Body-centred cubic titanium is the phase that the metal takes when hot. Its electrons live on three scales of energy. The 3p shell lies some 30 eV below the Fermi energy, the valence band starts about 6 eV below it, and the d levels spread over several eV around it. The table gives these levels from an LDA calculation with a Hubbard correction on the d shell (U = 6 eV), without spin polarisation and with the atoms held still on their sites.

Electron levels of body-centred cubic titanium, counted from the Fermi energy, were calculated with FLEUR MaX-R8.1 (later development tree) in all-electron LDA+U (Ti d, U = 6 eV, J = 0.5 eV, around-mean-field double counting), without spin polarisation or spin–orbit coupling. The k mesh is 11×11×11 and the Fermi–Dirac smearing width 0.05 eV.

```tsv
point a (reciprocal cell vector)	point b (reciprocal cell vector)	point c (reciprocal cell vector)	level under 4 (eV)	level under 3 (eV)	level under 2 (eV)	level under 1 (eV)	level over 1 (eV)	level over 2 (eV)
0.0000	0.0000	0.0000	-32.10	-32.10	-32.10	-5.809	0.935	0.935
0.0000	0.0000	0.1818	-32.29	-32.16	-32.10	-4.756	0.498	0.699
0.0000	0.0000	0.2727	-32.48	-32.22	-32.10	-3.679	0.118	0.389
0.1818	0.2727	0.2727	-32.33	-0.77	-0.51	-0.513	3.117	3.117
0.2727	0.2727	0.7273	-32.35	-32.35	-2.18	-0.216	1.410	1.410
0.3636	0.3636	0.6364	-32.47	-32.47	-1.62	-1.312	2.383	2.383
0.4545	0.4545	0.5455	-32.54	-32.54	-1.92	-1.912	3.578	3.578
```

Each row belongs to one wave vector in the same crystal, whose direction and length fix how the phase changes from atom to atom. "Level under 1" is the highest filled level for that wave vector, "level under 4" the fourth below the Fermi energy, and "level over 1" and "level over 2" are the first two empty ones. All are counted from the Fermi energy.

The numbers under "point a", "point b" and "point c" multiply the three reciprocal cell vectors. Turned into ordinary cubic axes, they give three groups. The first row is Γ, where all atoms are in phase, and the next two lie on the way from Γ to N, along a face diagonal. The fourth row lies close to P, a point on the body diagonal through Γ, and the last three lie on the way from Γ to H, along a cube edge.

**(a) At Γ and at the two points towards N only one valence level is filled. What kind of state is it, and how fast should it rise?**

*Solution.* The lowest valence state at Γ is built from 4s orbitals that all carry the same sign. Such a wave is smooth between the atoms and resembles a free electron at rest. If the likeness holds, a longer wave vector $k$ should add only the kinetic energy

$$E(k)-E(\Gamma)=\frac{\hbar^2k^2}{2m},\qquad \frac{\hbar^2}{2m}=3.81\ \text{eV Å}^2 .$$

Take the third row. Nearest neighbours are 2.842 Å apart, which is half the body diagonal of the cube, so the cube edge is $a = 2\times2.842/\sqrt3 = 3.28$ Å. The point lies at $\sqrt2\times0.2727=0.386$ in units of $2\pi/a$, which makes $k=0.738$ Å$^{-1}$. The expected rise is then $3.81\times0.738^2\approx2.08$ eV.

The calculated level climbs from −5.809 to −3.679 eV, which is 2.13 eV. The estimate contains no adjusted constant and falls short of the calculated rise by only 2 to 3 %. At the second row, nearer to Γ, the calculated rise exceeds the free-electron value by 14 %. The level thus starts more steeply than a free electron and then climbs more slowly, so the very close match at the third row is partly a cancellation. Near the bottom of its band this transition metal still behaves roughly like a simple metal.

The empty levels move the other way. The first of them sinks by 0.8 eV between Γ and the third row, where it lies at 0.118 eV. Bonding theory offers a reason. For a wave along a face diagonal, half of the eight neighbours stay in phase with the central atom, and one d combination points roughly towards just these four. It keeps its head-on bonds and sheds sideways overlap that was antibonding at Γ. The table does not name the orbitals, so this is the expected cause, not a computed one.

This level is so close to the Fermi energy that "empty" needs a qualification. The calculation rounds off the edge between filled and empty states with a width of 0.05 eV. The Fermi function then gives the level a filling of $1/(1+e^{0.118/0.05})\approx0.09$, or about 9 %.

**(b) At the three points towards H two valence levels are filled. The upper one falls, the lower one first rises and then falls, and a pair of empty levels climbs steadily. Why?**

*Solution.* The answer lies in the shape of the d orbitals and the sign of the wave on the neighbours. In this lattice each atom has eight nearest neighbours, all along the body diagonals of the cube. The five d orbitals fall into two sets that see these neighbours very differently.

The three $t_{2g}$ orbitals ($xy$, $yz$, $zx$) have amplitude along the body diagonals and overlap head-on with the neighbours. The two $e_g$ orbitals ($x^2-y^2$ and $3z^2-r^2$) have their lobes along the cube edges and vanish exactly on the diagonals, so they can only overlap sideways. Between d orbitals of equal sign, head-on overlap is bonding. Sideways overlap is antibonding, because lobes of opposite sign then face each other.

At Γ all atoms carry the same sign. Theory therefore places $t_{2g}$ low and $e_g$ high. At H the sign alternates from one atomic layer to the next, and all eight neighbours are reversed. Every bonding contact between nearest neighbours becomes antibonding and the reverse, so the order of the two sets turns over.

The table bears this out. At each of the three points towards H the two empty levels coincide, and among d states the symmetry of that line allows such an exact pair only for $xz$ and $yz$, which belong to $t_{2g}$. Theory makes the lowest empty level at Γ, at 0.935 eV, the start of this pair, which reaches 3.578 eV next to H. Over the last three rows the upper filled level falls by 1.7 eV, as an $e_g$ level should.

The 3p shell offers a cross-check with the opposite sign. A p orbital has a positive and a negative lobe, so equal orbitals on neighbouring atoms meet head-on with opposite signs, which is antibonding at Γ. Reversing the neighbours should lower this level, and it does sink, from −32.10 to −32.54 eV. The shift is small beside that of the d levels because the 3p orbitals are compact and hardly reach the next atom.

There remains the lower filled level, which runs through −2.18, −1.62 and −1.92 eV. Followed by continuity, it is the s-like band of part (a), now far from its bottom. At the middle of these three points a free electron would have risen 7.4 eV above the bottom at Γ, whereas the level has risen only 4.2 eV. The simple estimate fails here because the wave is no longer s-like.

The cause is a meeting of two bands. Coming up from below, the s-like band runs into the $3z^2-r^2$ band coming down. Both have the same symmetry about the direction of the wave, so they mix and repel instead of crossing. The lower branch starts as s, ends as d, and in its last stretch follows the falling $e_g$ level. That is why it has a maximum on the way.

At H itself cubic symmetry requires the two $e_g$ levels to coincide. At the last row, just short of H, they already agree to about 0.01 eV, and the empty $t_{2g}$ pair lies 5.5 eV above them. The order follows from the geometry of the lattice. How much the Hubbard correction adds to the size of this spacing is untested. The correction was devised for d electrons that stay on their atoms, whereas those of titanium metal spread through the crystal.

**(c) Near P three valence levels are filled. Why three, and what do the changing numbers mean for the metal?**

*Solution.* At P the wave advances by a quarter turn of phase to a nearest neighbour on one side and goes back by a quarter turn to the one opposite. A d orbital looks the same from both sides, so the two contributions to its energy cancel. The nearest neighbours, which ruled the order at Γ and H, no longer separate the two sets directly. Other effects now decide.

One of them comes from the six second neighbours. They sit along the cube edges, only about 15 % farther away than the first, and at P they all carry the opposite sign. The $e_g$ lobes point straight at them, so these contacts are antibonding and raise the $e_g$ levels. The $t_{2g}$ orbitals can in addition mix with the higher 4p states and are pushed down. Theory gives both effects the same direction, but the table cannot tell their shares apart, nor can it show how much the Hubbard correction changes the spacing.

The outcome is three levels below and two above. The filled ones lie between −0.77 and −0.51 eV, and the empty pair lies at 3.117 eV. At P itself the lower three would coincide. The row lies slightly off P, towards H, and there the symmetry splits them into a single level and a pair about 0.26 eV higher. The values −0.51 and −0.513 eV are that pair, printed with different numbers of digits.

At P itself symmetry keeps the s-like wave out of this filled group, and at the point in the table it can mix only into the single level. A free electron with this wave vector would stand 9.9 eV above the band bottom, which is roughly 4 eV above the Fermi energy. Near P the electrons thus occupy mainly d levels, while at Γ they occupy only the s-like one.

The counts can now be put together. Titanium has four valence electrons outside its 3p shell, and a band holds two electrons per atom, so two bands are filled on average over all waves. The table shows one filled level at Γ and at the two points towards N, two at the three points towards H, and three near P. Bands must therefore pass through the Fermi energy between these regions, and that makes the crystal a metal.

For the same reason the distance between "level under 1" and "level over 1" in a single row is not a band gap. Near P it is 3.6 eV, yet electrons at the Fermi energy are available elsewhere in the crystal's range of waves. These carry the current.

The same reasoning can be carried to vanadium, the next element, which crystallises in this lattice. Its neighbours stand in the same directions, so the phase rules for $t_{2g}$ and $e_g$ stay as they are. With five valence electrons the average rises to two and a half filled bands, and the Fermi energy sits higher in a similar pattern. To guess the order at any of these points, ask first where the lobes point and then which sign the wave puts on the atoms there.
